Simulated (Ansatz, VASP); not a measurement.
One calculation of Pt, two programs

```
Pt
1.0
     0.00000    1.94847    1.94847
     1.94847    0.00000    1.94847
     1.94847    1.94847    0.00000
Pt
1
Direct
  0.00000 0.00000 0.00000
```

Alike in both runs: functional LDA; k mesh 16 × 16 × 16; occupations fermi-dirac, width 0.15 eV; no spin polarisation.

Ansatz relaxed the structure, and its values are those at the end. VASP's run is a single point on that final structure, the one shown.

|  | VASP | Ansatz |
| --- | --- | --- |
| version | VASP 6.6.1 | Ansatz 0.2.0 |
| potentials or method | VASP PAW LDA potentials, release 64 (Pt) | scalar-relativistic, plane waves, PAW |
| plane-wave cutoff (eV) | 520 | 420 |
| valence electrons in the cell | 10 | 18 |

Ansatz gave:

- gap on the k mesh at the Fermi level (eV): none
- pressure (GPa): 0.0

Question: Which values does VASP return?

Answer: gap on the k mesh at the Fermi level (eV): none; pressure (GPa): 0.8.

A gap of «none» marks a metal or a gap that the smearing closes. The two sets of potentials don't hold the same shells in valence. Ansatz warned: «pseudo_functional_mismatch».

The runs have no spin-orbit coupling, so splittings on Pt are missing.
